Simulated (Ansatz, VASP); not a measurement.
Al2Pt: VASP beside Ansatz

Contents of INCAR:

```
SYSTEM = Al2Pt
PREC     = Accurate       ! precision mode
ENCUT    = 520            ! plane-wave cutoff, eV
EDIFF    = 1E-7           ! SCF threshold, eV
ISMEAR   = -1             ! smearing method
SIGMA    = 0.05           ! smearing width, eV
LREAL    = .FALSE.        ! projectors in reciprocal space
LASPH    = .TRUE.         ! aspherical terms in the spheres
NELM     = 80             ! most SCF steps
ALGO     = Normal         ! electronic algorithm
ISIF     = 2              ! what is computed and relaxed
LWAVE    = .FALSE.        ! write WAVECAR
LCHARG   = .FALSE.        ! write CHGCAR
NBANDS   = 15             ! bands
```

KPOINTS

```
Automatic mesh
0
G
  8 8 8
  0 0 0
```

Contents of POSCAR:

```
Al2Pt
1.0
    0.0000000000      2.8946769513      2.8946769513
    2.8946769513      0.0000000000      2.8946769513
    2.8946769513      2.8946769513      0.0000000000
Pt Al
1 2
Direct
    0.0000000000      0.0000000000      0.0000000000
    0.7500000000      0.7500000000      0.7500000000
    0.2500000000      0.2500000000      0.2500000000
```

File input.yaml:

```yaml
crystal:
  lattice:
    - [0.0, 2.8946769513, 2.8946769513]
    - [2.8946769513, 0.0, 2.8946769513]
    - [2.8946769513, 2.8946769513, 0.0]
  atoms:
    - { symbol: Pt, position: [0.0, 0.0, 0.0] }
    - { symbol: Al, position: [0.75, 0.75, 0.75] }
    - { symbol: Al, position: [0.25, 0.25, 0.25] }
kpoints:
  mp_grid: { grid: [8, 8, 8] }
scf:
  occupations: { method: fermi_dirac, width: 0.05 }
hamiltonian:
  xc: lda
  pseudopotentials: { kind: all_electron, lapw: { basis_error: 0.002 } }
output:
  forces: true
  stress: true
  eigenvalues: true
```

Change from the starting cell: volume scaled by 0.94.

Alike in both runs: task single point; functional LDA; k mesh 8 × 8 × 8; occupations fermi-dirac, width 0.05 eV; no spin polarisation.

|  | VASP | Ansatz |
| --- | --- | --- |
| version | VASP 6.6.1 | Ansatz 0.2.0 |
| potentials or method | VASP PAW LDA potentials, release 64 (Pt, Al) | all-electron LAPW, scalar-relativistic |
| plane-wave cutoff (eV) | 520 | see its input |

VASP gave:

```
gap on the k mesh at the Fermi level (eV) : none
pressure (GPa)                            : 5.6
```

Task: What did Ansatz give for the same quantities?

Result: gap on the k mesh at the Fermi level (eV): none; pressure (GPa): 5.2.

A gap of «none» marks a metal or a gap that the smearing closes. Ansatz ran all-electron here, so the differences hold the error of VASP's frozen core and of both bases.

Spin-orbit coupling is left out, which matters for the levels of Pt.
